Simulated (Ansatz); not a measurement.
# Response to strain in AgCl

The reference is AgCl in the rock salt structure (space group Fm-3m, No. 225; a = 5.447 Å). Axes: x, y, z lie along the cube axes.

Strains are applied to the cell and any free atomic positions relax.

Level of theory: Ansatz (an electronic-structure program) PBEsol, scalar-relativistic without spin-orbit coupling.

Notes on the quantities. energy relative to the base: free energy F.

| uniaxial strain ε_zz (%) | energy relative to the base (meV/atom) |
|---|---|
| -3 | 5.1 |
| -2.5 | 3.4 |
| -2 | 2.1 |
| -1.5 | 1.2 |
| -1 | 0.5 |
| -0.5 | ? |
| 0 | 0.0 |

Problem. Fit ΔE = Aε² + Bε³ (ε in %) to the rows shown and predict the withheld row.

Solution. Least squares on the printed values gives A = 0.461 and B = -0.035 meV/atom (largest residual 0.0 meV/atom); this predicts 0.1 meV/atom, and the run gives 0.1 meV/atom, in agreement.

Whether these cells are dynamically stable was not tested.
